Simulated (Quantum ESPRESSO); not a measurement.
# GaN/AlN(110) interfaces, stepped through the in-plane cubic lattice constant, part 4 of 10

Wanted: a table for GaN/AlN(110) interfaces against the in-plane cubic lattice constant, and what can be fitted to it.

Quantum ESPRESSO 7.5; plane-wave DFT, LDA, GBRV ultrasoft pseudopotentials.

So far. Step 5 (Relaxing cell and ions, 4.261 Å):  The last row is no step: it is a fresh SCF in the final cell with a new plane-wave basis, -0 meV from the row before.

### 6. Self-consistent run, 4.261 Å

m0.bulk.in

```
&control
  prefix = 'm0.bulk'
  outdir = './out'
  pseudo_dir = './pseudo'
  calculation = 'scf'
  tprnfor = .true.
/
&system
  ibrav = 0
  nat = 4
  ntyp = 2
  ecutwfc = 40
  ecutrho = 200
  occupations = 'smearing'
  smearing = 'fd'
  degauss = 0.002
  nbnd = 12
/
&electrons
  conv_thr = 1e-09
  mixing_beta = 0.4
  electron_maxstep = 120
/
ATOMIC_SPECIES
  Al  26.9815  al_lda_v1.uspp.F.UPF
  N   14.0070  n_lda_v1.2.uspp.F.UPF
CELL_PARAMETERS angstrom
  4.26100000000000 0.00000000000000 0.00000000000000
  0.00000000000000 3.01298199500000 0.00000000000000
  0.00000000000000 0.00000000000000 3.11065975600000
ATOMIC_POSITIONS crystal
  Al  -0.002578347400 0.000000000000 0.000000000000
  N   0.252578332900 0.500000000000 0.000000000000
  Al  0.497421665800 0.500000000000 0.500000000000
  N   0.752578348700 0.000000000000 0.500000000000
K_POINTS automatic
  6 8 8 0 0 0
```

Command:

```console
$ OMP_NUM_THREADS=1 mpirun -n 4 pw.x -nk 4 -in m0.bulk.in > m0.bulk.out
```

The program printed:

```text
[banner, memory and clock lines left out]
Program PWSCF v.7.5 starts
[citation notice left out]

[...]
Message from routine setup:
[...]
bravais-lattice index     =            0
     lattice parameter (alat)  =       8.0521  a.u.
     unit-cell volume          =     269.4990 (a.u.)^3
     number of atoms/cell      =            4
     number of atomic types    =            2
     number of electrons       =        16.00
     number of Kohn-Sham states=           12
     kinetic-energy cutoff     =      40.0000  Ry
     charge density cutoff     =     200.0000  Ry
     scf convergence threshold =      1.0E-09
     mixing beta               =       0.4000
     number of iterations used =            8  plain     mixing
     Exchange-correlation= SLA  PZ   NOGX NOGC
                           (   1   1   0   0   0   0   0)

[...]
PseudoPot. # 1 for Al read from file:
     ./pseudo/al_lda_v1.uspp.F.UPF
     Pseudo is Ultrasoft + core correction, Zval =  3.0
     Generated by new atomic code, or converted to UPF format
     Using radial grid of  893 points,  3 beta functions with:
                l(1) =   0
                l(2) =   1
                l(3) =   2
     Q(r) pseudized with  8 coefficients,  rinner =    0.900   0.900   0.900
                                                       0.900   0.900

     PseudoPot. # 2 for N  read from file:
     ./pseudo/n_lda_v1.2.uspp.F.UPF
     Pseudo is Ultrasoft + core correction, Zval =  5.0
     Generated by new atomic code, or converted to UPF format
     Using radial grid of  729 points,  4 beta functions with:
                l(1) =   0
                l(2) =   0
                l(3) =   1
                l(4) =   1
     Q(r) pseudized with  8 coefficients,  rinner =    0.900   0.900   0.900

     atomic species   valence    mass     pseudopotential
     Al                3.00    26.98150     Al( 1.00)
     N                 5.00    14.00700     N ( 1.00)

      4 Sym. Ops. (no inversion) found

[...]
number of k points=   100  Fermi-Dirac smearing, width (Ry)=  0.0020

     Number of k-points >= 100: set verbosity='high' to print them.

     Dense  grid:    12883 G-vectors     FFT dimensions: (  40,  25,  27)

     Smooth grid:     9169 G-vectors     FFT dimensions: (  36,  24,  24)

     Initial potential from superposition of free atoms

     starting charge      15.9956, renormalised to      16.0000
     Starting wfcs are   16 randomized atomic wfcs

     per-process dynamical memory:    18.3 Mb

     Self-consistent Calculation

     iteration #  1     ecut=    40.00 Ry     beta= 0.40
     Davidson diagonalization with overlap
     ethr =  1.00E-02,  avg # of iterations =  3.7

     total energy              =     -53.77210834 Ry
     estimated scf accuracy    <       1.24666983 Ry

     iteration #  2     ecut=    40.00 Ry     beta= 0.40
[...]
total energy              =     -54.03715115 Ry
     estimated scf accuracy    <       0.03178039 Ry

     iteration #  3     ecut=    40.00 Ry     beta= 0.40
[...]
total energy              =     -54.03564494 Ry
     estimated scf accuracy    <       0.01051521 Ry

     iteration #  4     ecut=    40.00 Ry     beta= 0.40
[...]
total energy              =     -54.03620165 Ry
     estimated scf accuracy    <       0.00132652 Ry

     iteration #  5     ecut=    40.00 Ry     beta= 0.40
[...]
total energy              =     -54.03628861 Ry
     estimated scf accuracy    <       0.00010161 Ry

     iteration #  6     ecut=    40.00 Ry     beta= 0.40
[...]
total energy              =     -54.03632450 Ry
     estimated scf accuracy    <       0.00000765 Ry

     iteration #  7     ecut=    40.00 Ry     beta= 0.40
[...]
total energy              =     -54.03632209 Ry
     estimated scf accuracy    <       0.00000546 Ry

     iteration #  8     ecut=    40.00 Ry     beta= 0.40
[...]
total energy              =     -54.03632299 Ry
     estimated scf accuracy    <       0.00000005 Ry

     iteration #  9     ecut=    40.00 Ry     beta= 0.40
[...]
total energy              =     -54.03632300 Ry
     estimated scf accuracy    <       0.00000001 Ry

     iteration # 10     ecut=    40.00 Ry     beta= 0.40
[...]
total energy              =     -54.03632300 Ry
     estimated scf accuracy    <          2.2E-09 Ry

     iteration # 11     ecut=    40.00 Ry     beta= 0.40
[...]
End of self-consistent calculation

     Number of k-points >= 100: set verbosity='high' to print the bands.

     the Fermi energy is     9.2458 ev

!    total energy              =     -54.03632300 Ry
     estimated scf accuracy    <          1.8E-10 Ry
     smearing contrib. (-TS)   =       0.00000000 Ry
     internal energy E=F+TS    =     -54.03632300 Ry

     The total energy is F=E-TS. E is the sum of the following terms:
     one-electron contribution =      -1.14691598 Ry
     hartree contribution      =      11.01722087 Ry
     xc contribution           =     -19.68074583 Ry
     ewald contribution        =     -44.22588205 Ry

     convergence has been achieved in  11 iterations

     Forces acting on atoms (cartesian axes, Ry/au):

     atom    1 type  1   force =    -0.00014360    0.00000000    0.00000000
     atom    2 type  2   force =     0.00014596    0.00000000    0.00000000
     atom    3 type  1   force =    -0.00014590    0.00000000    0.00000000
     atom    4 type  2   force =     0.00014354    0.00000000    0.00000000

     Total force =     0.000290     Total SCF correction =     0.000002

[...]
```

The job ended after 7 s (4 MPI ranks of Intel Xeon at 2.70GHz, shared host; peak memory 0.25 GiB).

This step gave:

```
free energy                          : -735.2016 eV
Fermi energy                         : 9.246 eV
valence top, on the run's zero       : 7.253 eV
conduction bottom, on the run's zero : 10.28 eV
gap by band count                    : 3.028 eV
```

### 7. Electrostatic potential, 4.261 Å

m0.bulk.pot.in

```
&inputpp
  prefix = 'm0.bulk'
  outdir = './out'
  filplot = 'm0.bulk.pot.dat'
  plot_num = 11
/
```

Command:

```console
$ OMP_NUM_THREADS=1 mpirun -n 4 pp.x -in m0.bulk.pot.in > m0.bulk.pot.out
```

The program printed:

```text
[banner, memory and clock lines left out]
Program POST-PROC v.7.5 starts

          URL

     ./out/m0.bulk.save/

     IMPORTANT: XC functional enforced from input :
     Exchange-correlation= PZ
                           (   1   1   0   0   0   0   0)
     Any further DFT definition will be discarded
     Please, verify this is what you really want

     Calling punch_plot, plot_num =  11
     Writing data to file  m0.bulk.pot.dat
     Message from routine chdens:
     namelist plot not found or invalid, exiting
```

Run time: 1.4 s. Hardware: 4 MPI ranks; peak memory 0.09 GiB.

Electrostatic potential energy of an electron; zero at the highest filled level of the SCF mesh. Potential energy, planar mean against z:

```csv
z (Å),"potential energy, planar mean (eV)"
0.00,-11.1
0.12,-10.5
0.23,-8.70
0.35,-6.37
0.46,-4.09
0.58,-2.39
0.69,-1.41
0.81,-1.20
0.92,-1.81
1.04,-3.15
1.15,-5.18
1.27,-7.57
1.38,-9.70
1.50,-11.0
1.61,-11.0
1.73,-9.70
1.84,-7.57
1.96,-5.18
2.07,-3.15
2.19,-1.81
2.30,-1.20
2.42,-1.41
2.53,-2.39
2.65,-4.09
2.77,-6.37
2.88,-8.70
3.00,-10.5
```

(Part 4 of 10 ends here.)

[Logs are printed without paths, hosts, clocks, repeated set-up lines and the standing remarks that a program may print on its own settings, such as how far it seeks lower states.]

[Hosts, paths, dates, database ids (printed as entryN), source tags and the programs' standing remarks are cut or masked in the printed files.]

[Maps of the electrostatic potential energy from Ansatz leave out the sawtooth potential of an applied field or a dipole correction, so their vacuum need not be flat; planar profiles and work functions include it.]
